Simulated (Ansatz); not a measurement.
# Band structure of Zn

```
Zn
1.0
     2.66480    0.00000    0.00000
    -1.33240    2.30778    0.00000
     0.00000    0.00000    4.94670
Zn
2
Direct
  0.33333 0.66667 0.25000
  0.66667 0.33333 0.75000
```

Atom numbers follow the list: Zn1, Zn2.

Conventional cell: a = 2.665 Å, b = 2.665 Å, c = 4.947 Å, α = 90.00°, β = 90.00°, γ = 120.00°. Zn (atom 1) is surrounded by 12 Zn at 2.66 to 2.91 Å.

The cell is COD entry 9008522, as deposited and not checked against the literature; nothing was relaxed.

All numbers below come from DFT, PBE, all-electron LAPW, Dirac equation with spin-orbit coupling in Ansatz 0.2.0.

Settings: a Γ-centred 18×18×8 k mesh, Fermi–Dirac smearing of 0.03 eV, basis error target 0.25 meV/atom, no spin polarisation.

Points in fractions of the reciprocal vectors of this cell: Γ (0, 0, 0), M (0.5, 0, 0), K (0.333, 0.333, 0), A (0, 0, 0.5), L (0.5, 0, 0.5), H (0.333, 0.333, 0.5). The path joins them by straight lines in the order Γ–M–K–Γ–A–L–H–A–L; legs that retrace an earlier one aren't tabulated. Energies are in eV from the Fermi level.

Question: List the levels at L between -14 and 1.5 eV.

Answer: -8.54 (×4), -8.25 (×4), -7.46 (×4), -7.22 (×4), -6.99 (×4), -2.03 (×4), -0.04 (×4).

Question: List the levels at H between -14 and 1.5 eV.

Answer: -8.15 (×2), -8.09 (×2), -8.07 (×2), -8.01 (×2), -7.79 (×2), -7.65 (×2), -7.65 (×2), -7.47 (×2), -7.21 (×2), -7.17 (×2), 0.76 (×2), 0.81 (×2).

Question: List the levels at Γ between -14 and 1.5 eV.

Answer: -10.56 (×2), -8.75 (×2), -8.09 (×2), -7.97 (×2), -7.93 (×2), -7.66 (×2), -7.61 (×2), -7.45 (×2), -7.32 (×2), -7.28 (×2), -7.12 (×2), -3.79 (×2), -3.19 (×2).

Question: What is the band gap?

Answer: none: bands cross the Fermi level, a metal.
